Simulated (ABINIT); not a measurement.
Crystal: Se.

```
Se
1.0
     4.36620    0.00000    0.00000
    -2.18310    3.78124    0.00000
     0.00000    0.00000    4.95360
Se
3
Direct
  0.77460 0.77460 0.00000
  0.00000 0.22540 0.66667
  0.22540 0.00000 0.33333
```

Base run:

| Property | Result |
| --- | --- |
| Program | ABINIT 10.8.3 (patched build) |
| Functional | AM05 |
| Potentials or basis | JTH PAW PBE v2.0 |
| Cutoff | 408 eV |
| k mesh | 7 × 7 × 6 |
| Occupations | fermi-dirac, width 0.05 eV |
| Spin | no spin polarisation |

Its results: band gap on the k mesh 1.19 eV, indirect (least direct gap 1.46 eV); pressure 0.7 GPa; largest force 0.177 eV/Å.

Task: The run is repeated on the same cell with these changes: functional from AM05 to HCTH407. What comes out?

Result: Band gap on the k mesh 1.34 eV, indirect (least direct gap 1.57 eV); pressure 4.1 GPa; largest force 0.150 eV/Å.

Caveats: the PAW data sets were made with another functional, which shifts forces and pressure a little; the mesh misses the band edges, which the band path finds closer together.
